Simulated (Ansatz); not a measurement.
# Rh (P6_3/mmc) in Ansatz: a series of runs

The runs below take Rh through single point, equation of state, with PBEsol.

Everything below comes from runs of Ansatz 0.2.0. Logs are shortened: lines on timing, memory, paths and dates and some standing lists are left out, and cuts for length are marked.

### 1 The crystal as given

Symmetry: P6_3/mmc, No. 194, hexagonal system. The conventional cell has a = 2.731 Å, b = 2.731 Å, c = 4.428 Å, α = 90.00°, β = 90.00°, γ = 120.00°. Around Rh (site symmetry -6m2) lie 12 Rh at 2.72 to 2.73 Å.

This isn't the form of Rh at room conditions, which is fcc.

### 2 Single point, PBEsol, 13.44 Å³/atom (volume scaled by 0.94)

input.yaml

```yaml
crystal:
  lattice:
    - [2.6752291329, 0.0, 0.0]
    - [-1.3376145665, 2.3168163901, 0.0]
    - [0.0, 0.0, 4.338086307]
  atoms:
    - { symbol: Rh, position: [0.3333333333, 0.6666666667, 0.25] }
    - { symbol: Rh, position: [0.6666666667, 0.3333333333, 0.75] }
hamiltonian:
  xc: pbesol
  pseudopotentials: { kind: paw }
kpoints:
  mp_grid: { grid: [11, 11, 6] }
scf:
  occupations: { method: fermi_dirac, width: 0.05 }
output:
  forces: true
  stress: true
  eigenvalues: true
```

Potentials or basis: Ansatz PAW.

Run with:

```
$ ansatz run input.yaml --threads 2 --pin off --max-ram 5632MiB --backend cpu --events-out ev --progress --plain --runs-dir out
```

The program printed:

```text
Warning: RAYON_NUM_THREADS=2 ignored (pool sized by the plan → 2); use --threads N
Engine: ansatz 0.2.0, x86_64-unknown-linux-gnu
Pseudopotentials: kind: paw
Pseudopotential: Rh, paw, valence charge 17, recommended cutoff 420 eV (normal), Rh.paw.azcp
Functional definition: PBEsol
  exchange = pbesol_x
  correlation = pbesol_c
Crystal: 2 atoms, lattice volume = 26.888 Å³
Basis set: ecut = 420 eV, 549 PW (Γ), exchange–correlation on 36×36×60 points (8 copies of the dense FFT grid, shifted against one another)
Bands: 21, of which v1, the nominal top of the filled ones, is band 17 counted from 1 (16 counted from 0)
Symmetry: 24 space group operations
Space group: P63/mmc (ITA 194), of the structure as read, at distance tolerance 3.0e-5 Å
k-points: 64 of 726
Non-local potential: Rh, projectors of the file, l = 0: 3, l = 1: 2, l = 2: 2, l = 3: 1
PAW form: soft (Blöchl's): semilocal exchange-correlation on the pseudo side does not see the compensation charge
PAW frozen core: Rh, regenerated for the run's functional, and the local potential with it (the file was generated under x = pbe(κ = 0.804, μ = 0.2195149727645171), c = pbe(β = 0.06672455060314922))
PAW one-centre angular grid: Rh, 590 points (default); XC on 64 Gauss nodes
Initial density: superposition of atomic densities (neutral atoms: chi_scale 0, normalization atom), corrected by the library's trained network
Initial wavefunctions: pseudopotential atomic-orbital guess
Functional: x = pbesol(κ = 0.804, μ = 0.12345679012345678), c = pbesol(β = 0.046)
SCF iter   1: F=—  HF=-12677.421550 eV  |F-HF|=—  |Δ(HF+E_count)|=         —  Δρ=1.32e-2  dr2=2.72e-2  ethr=1.77e-3  ⟨swp⟩=4.9  Hψ=5358  notcnv=0
preconditioner: auto → none  [metal: Δε(μ)=0.016 eV  Ē_g=7.795 eV  σ=0.050 eV  W_gap=0.08  n_scr=8 (ndim 8)  ℏωp=30.4 eV  f_vac=0.000  D(μ)=3.34/eV (n_scr^D=42)  sad-step TF]
SCF iter   2: F=—  HF=-12677.417768 eV  |F-HF|=—  |Δ(HF+E_count)|=   3.78e-3  Δρ=6.85e-3  dr2=7.34e-3  ethr=8.01e-5  ⟨swp⟩=2.3  Hψ=2342  notcnv=0
SCF iter   3: F=—  HF=-12677.415656 eV  |F-HF|=—  |Δ(HF+E_count)|=   2.11e-3  Δρ=4.40e-4  dr2=1.84e-5  ethr=2.16e-5  ⟨swp⟩=2.0  Hψ=1961  notcnv=0
SCF iter   4: F=—  HF=-12677.415666 eV  |F-HF|=—  |Δ(HF+E_count)|=   1.03e-5  Δρ=8.36e-5  dr2=4.60e-7  ethr=5.40e-8  ⟨swp⟩=2.3  Hψ=2175  notcnv=0
iter 5 did not close the SCF: its close was put off for the readings that it lacked (scf_convergence_deferred on its scf_iter line)
SCF iter   5: F=-12677.415666 eV  HF=-12677.415666 eV  |F-HF|=2.48e-8  |Δ(HF+E_count)|=   1.24e-8  Δρ=2.05e-5  dr2=4.05e-8  ethr=1.35e-9  ⟨swp⟩=2.5  Hψ=2535  notcnv=0
SCF iter   6: F=-12677.415666 eV  HF=-12677.415666 eV  |F-HF|=6.86e-10  |Δ(HF+E_count)|=   1.20e-8  Δρ=3.75e-6  dr2=1.33e-9  ethr=1.19e-10  ⟨swp⟩=1.9  Hψ=4690  notcnv=0
SCF 1 converged in 6 iterations: F = -12677.415666 eV  dr2 = 1.33e-9
SCF converged after 6 iterations
Free energy (F): -12677.415666 eV
Harris-Foulkes:  -12677.415666 eV  (|F-HF|=6.86e-10)
Internal energy: -12677.388471 eV  (E = F + TS)
E sigma→0 (E₀):  -12677.402069 eV
Entropy (-TS):   -0.027195 eV (-13.598 meV/atom)
Fermi energy:    22.989170 eV
--- Per-component energies (eV) ---
  E_band       = -155.191996
  E_kinetic    = 1148.080497
  E_local      = -3073.165594  (includes V_loc(G=0)·N_el)
  E_nonlocal   = 712.783328
  E_hartree    = 1078.595379
  E_xc         = -441.831688
  E_vxc        = -556.743578  (∫ρ·V_xc dr)
  E_paw        = -7047.719509  (= ΣΔE_a)
  E_vpaw       = -543.340157  (= ΣTr[D̂ρ^β])
  E_aug_tail   = 0.001601  (compensation charges beyond the density's cutoff)
  E_ewald      = -5054.684885
  E_core_change = 0.552399  (= ΣΔE_core)
  E_smearing   = -0.027195  (= −TS)
  E_closure    = -0.000000  (closes the sum)
  Σ components = -12677.415666   (vs F -12677.415666, Δ=0.00e0)
--- Forces (eV/Å), atoms counted from 1 ---
  atom   1  Rh     0.00000000    -0.00000000     0.00000000
  atom   2  Rh    -0.00000000     0.00000000     0.00000000
  max |Σ_I F_I| component: 4.63e-18 eV/Å
--- Stress (GPa, compression-positive) ---
        2.853015       0.000000       0.000000
       -0.000000       2.853015       0.000000
        0.000000       0.000000       1.724522
  P = ⅓ Tr σ = 2.4769 GPa (24.769 kbar)
--- Band table (eV; the first three rows and the last of 64) ---
  k-point 0: bands = ["-55.9666", "-55.8374", "-24.2438", "-23.5364", "-23.5364", "-23.4318", "-23.4221", "-23.4221", "14.6731", "16.5392", "19.7378", "19.8279", "19.8279", "20.3723", "20.3723", "21.0249", "21.0249", "23.1435", "23.1435", "23.5801", "31.7545"]
  k-point 1: bands = ["-55.9580", "-55.8462", "-24.1912", "-23.5288", "-23.5288", "-23.4881", "-23.4298", "-23.4298", "14.9598", "16.6145", "19.6268", "19.7235", "19.7235", "20.2432", "20.2432", "21.3227", "21.3227", "22.6073", "23.1229", "23.1229", "33.0669"]
  k-point 2: bands = ["-55.9345", "-55.8700", "-24.0463", "-23.6405", "-23.5079", "-23.5079", "-23.4508", "-23.4508", "15.7213", "16.7406", "19.4228", "19.6351", "19.6351", "19.9643", "19.9643", "20.8409", "21.9356", "21.9356", "22.9617", "22.9617", "35.8062"]
  k-point 63: bands = ["-55.8121", "-55.8121", "-24.0819", "-24.0819", "-23.8705", "-23.8705", "-23.5772", "-23.5772", "17.7715", "17.7715", "18.6049", "18.6049", "19.7110", "19.7110", "21.1475", "21.1475", "23.2568", "23.2568", "29.9237", "29.9237", "32.8516"]
```

Run time: 1.1 s. Hardware: 2 threads of Intel Xeon Platinum 8259CL at 2.50GHz (Skylake/Cascade Lake), shared host; peak memory 0.36 GiB.

Results:

```
Free energy            : -12677.4157 eV
Pressure               : 2.5 GPa
Band gap on the k mesh : none (metal or under the smearing width)
```

Caveat: the PAW data sets come from PBE, with cores solved anew for the run's functional, which leaves a small shift of forces and pressure.

### 3 Single point, PBEsol, 13.73 Å³/atom (volume scaled by 0.96)

input.yaml, as its differences from that of step 2:

```diff
@@ -2,5 +2,5 @@
   lattice:
-    - [2.6752291329, 0.0, 0.0]
-    - [-1.3376145665, 2.3168163901, 0.0]
-    - [0.0, 0.0, 4.338086307]
+    - [2.6940693954, 0.0, 0.0]
+    - [-1.3470346977, 2.3331325361, 0.0]
+    - [0.0, 0.0, 4.3686372171]
   atoms:
@@ -19 +19,5 @@
   eigenvalues: true
+  write_density: true
+  write_potential: true
+  elf: true
+  volumetric_format: npy
```

Potentials or basis: Ansatz PAW.

Run with:

```
$ ansatz run input.yaml --threads 2 --pin off --max-ram 5632MiB --backend cpu --events-out ev --progress --plain --runs-dir out
```

Wall time 1.4 s (2 threads of Intel Xeon Platinum 8259CL at 2.50GHz (Skylake/Cascade Lake), shared host); peak memory 0.37 GiB.

It converged, with:

* Free energy: -12677.4134 eV
* Pressure: -3.6 GPa
* Band gap on the k mesh: none (metal or under the smearing width)

Caveat: the PAW data sets come from PBE, with cores solved anew for the run's functional, which leaves a small shift of forces and pressure.

### 4 Single point, PBEsol, 14.02 Å³/atom (volume scaled by 0.98)

input.yaml, as its differences from that of step 3:

```diff
@@ -2,5 +2,5 @@
   lattice:
-    - [2.6940693954, 0.0, 0.0]
-    - [-1.3470346977, 2.3331325361, 0.0]
-    - [0.0, 0.0, 4.3686372171]
+    - [2.7126497715, 0.0, 0.0]
+    - [-1.3563248858, 2.3492236138, 0.0]
+    - [0.0, 0.0, 4.3987667018]
   atoms:
@@ -19,5 +19 @@
   eigenvalues: true
-  write_density: true
-  write_potential: true
-  elf: true
-  volumetric_format: npy
```

Run with:

```
$ ansatz run input.yaml --threads 2 --pin off --max-ram 5632MiB --backend cpu --events-out ev --progress --plain --runs-dir out
```

It took 1.3 s on 2 threads of Intel Xeon Platinum 8259CL at 2.50GHz (Skylake/Cascade Lake), shared host; peak memory 0.37 GiB.

Results (log left out):

| Item | Value |
| --- | --- |
| Free energy | -12677.3907 eV |
| Pressure | -9.0 GPa |
| Band gap on the k mesh | none (metal or under the smearing width) |

Caveat: the PAW data sets come from PBE, with cores solved anew for the run's functional, which leaves a small shift of forces and pressure.

### 5 Single point, PBEsol, 14.30 Å³/atom

input.yaml, as its differences from that of step 4:

```diff
@@ -2,5 +2,5 @@
   lattice:
-    - [2.7126497715, 0.0, 0.0]
-    - [-1.3563248858, 2.3492236138, 0.0]
-    - [0.0, 0.0, 4.3987667018]
+    - [2.7309790422, 0.0, 0.0]
+    - [-1.3654895211, 2.3650972278, 0.0]
+    - [0.0, 0.0, 4.428489]
   atoms:
```

Run with:

```
$ ansatz run input.yaml --threads 2 --pin off --max-ram 5632MiB --backend cpu --events-out ev --progress --plain --runs-dir out
```

It took 1.4 s on 2 threads of Intel Xeon Platinum 8259CL at 2.50GHz (Skylake/Cascade Lake), shared host; peak memory 0.36 GiB.

The run converged. Its results:

```yaml
Free_energy: -12677.3501 eV
Pressure: -13.7 GPa
Band_gap_on_the_k_mesh: none (metal or under the smearing width)
```

Caveat: the PAW data sets come from PBE, with cores solved anew for the run's functional, which leaves a small shift of forces and pressure.

### 6 Single point, PBEsol, 14.59 Å³/atom (volume scaled by 1.02)

input.yaml, as its differences from that of step 5:

```diff
@@ -2,5 +2,5 @@
   lattice:
-    - [2.7309790422, 0.0, 0.0]
-    - [-1.3654895211, 2.3650972278, 0.0]
-    - [0.0, 0.0, 4.428489]
+    - [2.7490655232, 0.0, 0.0]
+    - [-1.3745327616, 2.3807605798, 0.0]
+    - [0.0, 0.0, 4.4578175964]
   atoms:
@@ -19 +19,5 @@
   eigenvalues: true
+  write_density: true
+  write_potential: true
+  elf: true
+  volumetric_format: npy
```

Potentials or basis: Ansatz PAW.

Run with:

```
$ ansatz run input.yaml --threads 2 --pin off --max-ram 5632MiB --backend cpu --events-out ev --progress --plain --runs-dir out
```

It took 1.5 s on 2 threads of Intel Xeon Platinum 8259CL at 2.50GHz (Skylake/Cascade Lake), shared host; peak memory 0.38 GiB.

Results (log left out):

| Item | Value |
| --- | --- |
| Free energy | -12677.2938 eV |
| Pressure | -17.8 GPa |
| Band gap on the k mesh | none (metal or under the smearing width) |

Caveat: the PAW data sets come from PBE, with cores solved anew for the run's functional, which leaves a small shift of forces and pressure.

### 7 Single point, PBEsol, 14.87 Å³/atom (volume scaled by 1.04)

input.yaml, as its differences from that of step 6:

```diff
@@ -2,5 +2,5 @@
   lattice:
-    - [2.7490655232, 0.0, 0.0]
-    - [-1.3745327616, 2.3807605798, 0.0]
-    - [0.0, 0.0, 4.4578175964]
+    - [2.7669170982, 0.0, 0.0]
+    - [-1.3834585491, 2.3962204973, 0.0]
+    - [0.0, 0.0, 4.4867652751]
   atoms:
@@ -19,5 +19 @@
   eigenvalues: true
-  write_density: true
-  write_potential: true
-  elf: true
-  volumetric_format: npy
```

Run with:

```
$ ansatz run input.yaml --threads 2 --pin off --max-ram 5632MiB --backend cpu --events-out ev --progress --plain --runs-dir out
```

Wall time 1.1 s (2 threads of Intel Xeon Platinum 8259CL at 2.50GHz (Skylake/Cascade Lake), shared host); peak memory 0.37 GiB.

Results (log left out):

```yaml
Free_energy: -12677.2238 eV
Pressure: -21.4 GPa
Band_gap_on_the_k_mesh: none (metal or under the smearing width)
```

Caveat: the PAW data sets come from PBE, with cores solved anew for the run's functional, which leaves a small shift of forces and pressure.

### 8 Single point, PBEsol, 15.16 Å³/atom (volume scaled by 1.06)

input.yaml, as its differences from that of step 7:

```diff
@@ -2,5 +2,5 @@
   lattice:
-    - [2.7669170982, 0.0, 0.0]
-    - [-1.3834585491, 2.3962204973, 0.0]
-    - [0.0, 0.0, 4.4867652751]
+    - [2.7845412492, 0.0, 0.0]
+    - [-1.3922706246, 2.4114834597, 0.0]
+    - [0.0, 0.0, 4.5153441684]
   atoms:
```

Run with:

```
$ ansatz run input.yaml --threads 2 --pin off --max-ram 5632MiB --backend cpu --events-out ev --progress --plain --runs-dir out
```

It took 1.2 s on 2 threads of Intel Xeon Platinum 8259CL at 2.50GHz (Skylake/Cascade Lake), shared host; peak memory 0.38 GiB.

The run converged. Its results:

```yaml
Free_energy: -12677.1417 eV
Pressure: -24.5 GPa
Band_gap_on_the_k_mesh: none (metal or under the smearing width)
```

Caveat: the PAW data sets come from PBE, with cores solved anew for the run's functional, which leaves a small shift of forces and pressure.

### 9 Equation of state, PBEsol

Potentials or basis: Ansatz PAW.

This step only gathers the single runs of the series.

What came out:

- Equilibrium volume: 13.56 Å³/atom
- Bulk modulus at fixed shape and positions: 293 GPa
- Pressure derivative of the bulk modulus: 5.2

Energy against volume, from the lowest point:
```tsv
volume (Å³/atom)	energy (meV/atom)
13.444	0.00
13.730	1.13
14.016	12.48
14.302	32.77
14.588	60.91
14.874	95.94
15.160	136.97
```

Caveat: the cell was scaled at fixed shape and fractional positions, which overstates the stiffness of a crystal with free parameters, most of all of layers and chains.
